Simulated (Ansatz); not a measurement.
## CdSe: equation of state with PBEsol

CdSe:

```xyz
2
Lattice="0.0000 3.0703 3.0703 3.0703 0.0000 3.0703 3.0703 3.0703 0.0000" Properties=species:S:1:pos:R:3 pbc="T T T"
Cd    0.0000    0.0000    0.0000
Se    1.5351    1.5351    1.5351
```

Measurements of this composition are mostly on another form, of space group No. 186.

```json
{
  "Program": "Ansatz 0.2.0",
  "Task": "equation of state",
  "Functional": "PBEsol",
  "Potentials or basis": "all-electron LAPW, scalar-relativistic",
  "Basis error allowed": "0.001 eV/atom",
  "k mesh": "8 × 8 × 8",
  "Occupations": "fermi-dirac, width 0.05 eV",
  "Spin": "no spin polarisation"
}
```

```json
{
 "Equilibrium volume": "28.13 Å³/atom",
 "Bulk modulus": "52 GPa",
 "Pressure derivative of the bulk modulus": "4.7"
}
```

Energy against volume, from the lowest point:
```
volume (Å³/atom)  energy (meV/atom)
          27.206               4.90
          27.784               0.37
          28.363               0.00
          28.942               3.33
          29.521               9.94
          30.100              19.47
          30.679              31.60
```

All runs of the series together: 55 s on 1 thread of Intel(R) Xeon(R) 6975P-C (Granite Rapids) (shared host).
